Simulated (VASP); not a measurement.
A run of VASP 6.6.1 is set up as follows.

INCAR

```
ALGO     = Fast           # electronic algorithm
EDIFF    = 1E-7           # SCF threshold, eV
ENCUT    = 520            # plane-wave cutoff, eV
GGA      = PE             # functional
ISIF     = 2              # what is computed and relaxed
ISMEAR   = 0              # smearing method
ISPIN    = 2              # spin polarisation
LASPH    = T              # aspherical terms in the spheres
LCHARG   = F              # write CHGCAR
LMAXMIX  = 4              # l up to which the mixer works
LORBIT   = 11             # projections on sites
LREAL    = F              # projectors in reciprocal space
LWAVE    = F              # write WAVECAR
MAGMOM   = 0 0            # initial moments
NELM     = 120            # most SCF steps
PREC     = Accurate       # precision mode
SIGMA    = 0.05           # smearing width, eV
```

KPOINTS

```
k-points
0
Gamma
  7 7 7
```

Contents of POSCAR:

```
NiO
1.0
    0.0000000000      2.2835484600      2.2835484600
    2.2835484600      0.0000000000      2.2835484600
    2.2835484600      2.2835484600      0.0000000000
Ni O
1 1
Direct
    0.0000000000      0.0000000000      0.0000000000
    0.2500000000      0.2500000000      0.2500000000
```

Potentials or basis: VASP PAW PBE potentials, release 64 (Ni, O).

The run is started by

```sh
$ cat potpaw_PBE.64/Ni/POTCAR potpaw_PBE.64/O/POTCAR > POTCAR
$ mpirun -np 1 vasp_std > vasp.out
```

Q: Estimate the band gap on the k mesh.

A: None (metal or under the smearing width).

Q: What does it give for the net moment?

A: 0.00 μB per cell.

Q: Predict the pressure.

A: -11.9 GPa.

Caveat: semilocal functionals often make such compounds metallic where correlation or magnetic order opens a gap, which also shifts bond lengths. With open d or f shells a metallic result of PBE can be an artefact of self-interaction; +U or a hybrid may open a gap.
